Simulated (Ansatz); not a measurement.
# BN: the cost of one run

Program: Ansatz 0.2.0. Level of theory: DFT PBE, scalar-relativistic, plane waves, PAW. These are calculated values, not measurements.

1 further run of the same task is left out (set aside as unsound or not needed).

### 1 Starting point

Symmetry: F-43m, No. 216, cubic system. The conventional cell has a = 3.625 Å, b = 3.625 Å, c = 3.625 Å, α = 90.00°, β = 90.00°, γ = 90.00°. B (site symmetry -43m) is surrounded by 4 N at 1.57 Å. Around N (site symmetry -43m) lie 4 B at 1.57 Å.

Coordinates:

```
CELL_PARAMETERS angstrom
0.00000 1.81235 1.81235
1.81235 0.00000 1.81235
1.81235 1.81235 0.00000
ATOMIC_POSITIONS crystal
B 0.00000 0.00000 0.00000
N 0.75000 0.75000 0.75000
```

It goes back to an entry of the Materials Project.

It is the result of an earlier relaxation at this level (volume 5.95 Å³/atom; gap on the mesh: 4.46 eV).

### 2 Building the [111] wire, 14 host atoms a period

The wire is cut from the relaxed crystal, periodic along c with vacuum across. Atoms and period relax; energies count from the bulk, -271.1378 eV an atom.

The cell holds 7 B, 7 N: a = 12.000 Å, b = 11.900 Å, c = 6.278 Å, α = 90.00°, β = 90.00°, γ = 90.00°.

### 3 Relaxation

Pressure and volume refer to the whole cell with its vacuum; only the period along c may change.

input.yaml

```yaml
crystal:
  lattice:
    - [12.0, 0.0, 0.0]
    - [0.0, 11.9, 0.0]
    - [0.0, 0.0, 6.2781594086]
  atoms:
    - { symbol: B, position: [0.5, 0.5, 0.0], spin: 0.3 }
    - { symbol: "N", position: [0.5, 0.5, 0.25], spin: 0.3 }
    - { symbol: B, position: [0.376685303, 0.5, 0.3333333333], spin: 0.3 }
    - { symbol: B, position: [0.623314697, 0.5, 0.6666666667], spin: 0.3 }
    - { symbol: "N", position: [0.376685303, 0.5, 0.5833333333], spin: 0.3 }
    - { symbol: "N", position: [0.623314697, 0.5, 0.9166666667], spin: 0.3 }
    - { symbol: B, position: [0.5616573485, 0.392308914, 0.3333333333], spin: 0.3 }
    - { symbol: B, position: [0.4383426515, 0.607691086, 0.6666666667], spin: 0.3 }
    - { symbol: "N", position: [0.5616573485, 0.392308914, 0.5833333333], spin: 0.3 }
    - { symbol: "N", position: [0.4383426515, 0.607691086, 0.9166666667], spin: 0.3 }
    - { symbol: B, position: [0.5616573485, 0.607691086, 0.3333333333], spin: 0.3 }
    - { symbol: B, position: [0.4383426515, 0.392308914, 0.6666666667], spin: 0.3 }
    - { symbol: "N", position: [0.5616573485, 0.607691086, 0.5833333333], spin: 0.3 }
    - { symbol: "N", position: [0.4383426515, 0.392308914, 0.9166666667], spin: 0.3 }
basis:
  ecutwfc: 420
kpoints:
  mp_grid: { grid: [1, 1, 6] }
hamiltonian:
  xc: pbe
scf:
  occupations: { method: gaussian, width: 0.05 }
  lower_state_search: "off"
output:
  forces: true
  stress: true
  eigenvalues: true
  populations: true
  write_density: true
  write_potential: true
  elf: true
  volumetric_format: npy
magnetization:
  spin_polarized: true
relax:
  adjacent_minimum: "off"
  f_tol: 0.02
  max_steps: 45
  cell: { fix: [a, b, alpha, beta, gamma], stress_tol: 0.03 }
```

Started as:

```sh
> ansatz run input.yaml --threads 4 --pin off --max-ram 11264MiB --backend cpu --events-out ev --progress --plain --runs-dir out
```

Q: Estimate wall time and peak memory on 4 threads of Intel Xeon 6975P-C (Granite Rapids), shared host.

About 2.9 min, with a peak of 1.6 GiB.
